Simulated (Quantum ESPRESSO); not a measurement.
# MoS2 under changes of volume

One of the cells (18.982 Å³/atom); the others are scaled copies at fixed shape and fractional positions:

```
Mo S
1.0
     3.22746    0.00000    0.00000
    -1.61373    2.79507    0.00000
     0.00000    0.00000    6.31247
Mo S
1 2
Direct
  0.00000 0.00000 0.50000
  0.66667 0.33333 0.74468
  0.33333 0.66667 0.25532
```

Measurements of this composition are mostly on another form, of space group No. 194.

| Quantity | Value |
| --- | --- |
| Program | Quantum ESPRESSO 7.5 |
| Functional | LDA |
| Potentials or basis | PseudoDojo 0.4.1 SR LDA standard |
| Cutoff | 1088 eV |
| Density cutoff | 4354 eV |
| k mesh | 9 × 9 × 4 |
| Occupations | fermi-dirac, width 0.05 eV |
| Spin | no spin polarisation |

```csv
volume (Å³/atom),energy over the lowest point (meV/atom),pressure (GPa),largest force (eV/Å)
17.843,2.81,2.9,0.905
18.222,0.00,-0.4,0.528
18.602,?,?,?
18.982,15.49,-5.9,0.145
19.361,32.32,-8.2,0.445
19.741,54.35,-10.3,0.722
20.120,81.02,-12.1,0.979
```

Q: What does the run at 18.602 Å³/atom give?

A: Energy over the lowest point 4.48 meV/atom; pressure -3.3 GPa; largest force 0.178 eV/Å.

Worked out: A Birch-Murnaghan fit of order 3 (a polynomial in V^(-2/3)) to the other rows has its minimum at 18.17 Å³/atom with B0 = V·E''(V) = 149 GPa and B' = 4.4 at fixed shape and positions, which overstates the stiffness. It gives 4.48 meV/atom at 18.602 Å³/atom, against the run's 4.48, and -dE/dV = -3.3 GPa, against -3.3.

Energies are extrapolated to zero smearing.
